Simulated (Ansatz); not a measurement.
# C62N (NV centre in diamond, charge -1, 64-site cell): the cost of one run

Method: DFT LDA, scalar-relativistic, plane waves, PAW, in Ansatz 0.2.0.

## Step 1: The system as given

Symmetry: R3m, No. 160, trigonal system. The conventional cell has a = 10.097 Å, b = 10.097 Å, c = 12.367 Å, α = 90.00°, β = 90.00°, γ = 120.00°. N (site symmetry 3m) has 3 C at 1.55 Å as nearest neighbours. C (site symmetry m) has 3 C at 1.55 Å as nearest neighbours. C (site symmetry m) is surrounded by 4 C at 1.55 Å. C (site symmetry 1) has 4 C at 1.55 Å as nearest neighbours. C (site symmetry m) is surrounded by 1 N at 1.55 Å and 3 C at 1.55 Å. Only part of the 19 independent sites is listed.

The input asks for a charge of -1 e on the cell.

Structure file:

```xyz
63
Lattice="7.1400 0.0000 0.0000 0.0000 7.1400 0.0000 0.0000 0.0000 7.1400" Properties=species:S:1:pos:R:3 pbc="T T T"
N     4.4625    4.4625    4.4625
C     4.4625    2.6775    2.6775
C     2.6775    4.4625    2.6775
C     2.6775    2.6775    4.4625
C     3.5700    1.7850    1.7850
C     3.5700    1.7850    5.3550
C     3.5700    5.3550    1.7850
C     3.5700    5.3550    5.3550
C     1.7850    3.5700    1.7850
C     1.7850    3.5700    5.3550
C     5.3550    3.5700    1.7850
C     5.3550    3.5700    5.3550
C     1.7850    1.7850    3.5700
C     1.7850    5.3550    3.5700
C     5.3550    1.7850    3.5700
C     5.3550    5.3550    3.5700
C     0.8925    4.4625    4.4625
C     4.4625    0.8925    4.4625
C     4.4625    4.4625    0.8925
C     0.8925    2.6775    2.6775
C     4.4625    2.6775    6.2475
C     4.4625    6.2475    2.6775
C     2.6775    0.8925    2.6775
C     2.6775    4.4625    6.2475
C     6.2475    4.4625    2.6775
C     2.6775    2.6775    0.8925
C     2.6775    6.2475    4.4625
C     6.2475    2.6775    4.4625
C     0.0000    3.5700    3.5700
C     3.5700    0.0000    3.5700
C     3.5700    3.5700    0.0000
C     0.8925    0.8925    4.4625
C     0.8925    4.4625    0.8925
C     4.4625    0.8925    0.8925
C     0.8925    2.6775    6.2475
C     0.8925    6.2475    2.6775
C     4.4625    6.2475    6.2475
C     2.6775    0.8925    6.2475
C     6.2475    0.8925    2.6775
C     6.2475    4.4625    6.2475
C     2.6775    6.2475    0.8925
C     6.2475    2.6775    0.8925
C     6.2475    6.2475    4.4625
C     0.0000    1.7850    1.7850
C     0.0000    1.7850    5.3550
C     0.0000    5.3550    1.7850
C     0.0000    5.3550    5.3550
C     1.7850    0.0000    1.7850
C     1.7850    0.0000    5.3550
C     5.3550    0.0000    1.7850
C     5.3550    0.0000    5.3550
C     1.7850    1.7850    0.0000
C     1.7850    5.3550    0.0000
C     5.3550    1.7850    0.0000
C     5.3550    5.3550    0.0000
C     0.8925    0.8925    0.8925
C     0.8925    6.2475    6.2475
C     6.2475    0.8925    6.2475
C     6.2475    6.2475    0.8925
C     0.0000    0.0000    3.5700
C     0.0000    3.5700    0.0000
C     3.5700    0.0000    0.0000
C     0.0000    0.0000    0.0000
```

## Step 2: Ground state, relaxed

Contents of input.yaml:

```yaml
crystal:
  lattice:
    - [7.14, 0.0, 0.0]
    - [0.0, 7.14, 0.0]
    - [0.0, 0.0, 7.14]
  atoms:
    - { symbol: "N", position: [0.625, 0.625, 0.625] }
    - { symbol: C, position: [0.625, 0.375, 0.375], spin: 0.666667 }
    - { symbol: C, position: [0.375, 0.625, 0.375], spin: 0.666667 }
    - { symbol: C, position: [0.375, 0.375, 0.625], spin: 0.666666 }
    - { symbol: C, position: [0.5, 0.25, 0.25] }
    - { symbol: C, position: [0.5, 0.25, 0.75] }
    - { symbol: C, position: [0.5, 0.75, 0.25] }
    - { symbol: C, position: [0.5, 0.75, 0.75] }
    - { symbol: C, position: [0.25, 0.5, 0.25] }
    - { symbol: C, position: [0.25, 0.5, 0.75] }
    - { symbol: C, position: [0.75, 0.5, 0.25] }
    - { symbol: C, position: [0.75, 0.5, 0.75] }
    - { symbol: C, position: [0.25, 0.25, 0.5] }
    - { symbol: C, position: [0.25, 0.75, 0.5] }
    - { symbol: C, position: [0.75, 0.25, 0.5] }
    - { symbol: C, position: [0.75, 0.75, 0.5] }
    - { symbol: C, position: [0.125, 0.625, 0.625] }
    - { symbol: C, position: [0.625, 0.125, 0.625] }
    - { symbol: C, position: [0.625, 0.625, 0.125] }
    - { symbol: C, position: [0.125, 0.375, 0.375] }
    - { symbol: C, position: [0.625, 0.375, 0.875] }
    - { symbol: C, position: [0.625, 0.875, 0.375] }
    - { symbol: C, position: [0.375, 0.125, 0.375] }
    - { symbol: C, position: [0.375, 0.625, 0.875] }
    - { symbol: C, position: [0.875, 0.625, 0.375] }
    - { symbol: C, position: [0.375, 0.375, 0.125] }
    - { symbol: C, position: [0.375, 0.875, 0.625] }
    - { symbol: C, position: [0.875, 0.375, 0.625] }
    - { symbol: C, position: [0.0, 0.5, 0.5] }
    - { symbol: C, position: [0.5, 0.0, 0.5] }
    - { symbol: C, position: [0.5, 0.5, 0.0] }
    - { symbol: C, position: [0.125, 0.125, 0.625] }
    - { symbol: C, position: [0.125, 0.625, 0.125] }
    - { symbol: C, position: [0.625, 0.125, 0.125] }
    - { symbol: C, position: [0.125, 0.375, 0.875] }
    - { symbol: C, position: [0.125, 0.875, 0.375] }
    - { symbol: C, position: [0.625, 0.875, 0.875] }
    - { symbol: C, position: [0.375, 0.125, 0.875] }
    - { symbol: C, position: [0.875, 0.125, 0.375] }
    - { symbol: C, position: [0.875, 0.625, 0.875] }
    - { symbol: C, position: [0.375, 0.875, 0.125] }
    - { symbol: C, position: [0.875, 0.375, 0.125] }
    - { symbol: C, position: [0.875, 0.875, 0.625] }
    - { symbol: C, position: [0.0, 0.25, 0.25] }
    - { symbol: C, position: [0.0, 0.25, 0.75] }
    - { symbol: C, position: [0.0, 0.75, 0.25] }
    - { symbol: C, position: [0.0, 0.75, 0.75] }
    - { symbol: C, position: [0.25, 0.0, 0.25] }
    - { symbol: C, position: [0.25, 0.0, 0.75] }
    - { symbol: C, position: [0.75, 0.0, 0.25] }
    - { symbol: C, position: [0.75, 0.0, 0.75] }
    - { symbol: C, position: [0.25, 0.25, 0.0] }
    - { symbol: C, position: [0.25, 0.75, 0.0] }
    - { symbol: C, position: [0.75, 0.25, 0.0] }
    - { symbol: C, position: [0.75, 0.75, 0.0] }
    - { symbol: C, position: [0.125, 0.125, 0.125] }
    - { symbol: C, position: [0.125, 0.875, 0.875] }
    - { symbol: C, position: [0.875, 0.125, 0.875] }
    - { symbol: C, position: [0.875, 0.875, 0.125] }
    - { symbol: C, position: [0.0, 0.0, 0.5] }
    - { symbol: C, position: [0.0, 0.5, 0.0] }
    - { symbol: C, position: [0.5, 0.0, 0.0] }
    - { symbol: C, position: [0.0, 0.0, 0.0] }
magnetization:
  spin_polarized: true
total_charge: -1
scf:
  occupations: { method: explicit, values: { up: [[1, 1, 1]], down: [[1, 0, 0]] } }
  n_extra_bands: 6
output:
  forces: true
  stress: false
  eigenvalues: true
kpoints:
  mp_grid: { grid: [1, 1, 1] }
hamiltonian:
  xc: lda
relax:
  f_tol: 0.02
  max_steps: 60
```

Started as:

```bash
> ansatz run input.yaml --threads 4 --pin off --max-ram 8192MiB --backend cpu --events-out ev --progress --plain --runs-dir out
```

**Question.** How long does this run take on 4 threads of Arm Neoverse V1, shared host, and how much memory does it need?

About 15 s, with a peak of 0.58 GiB.
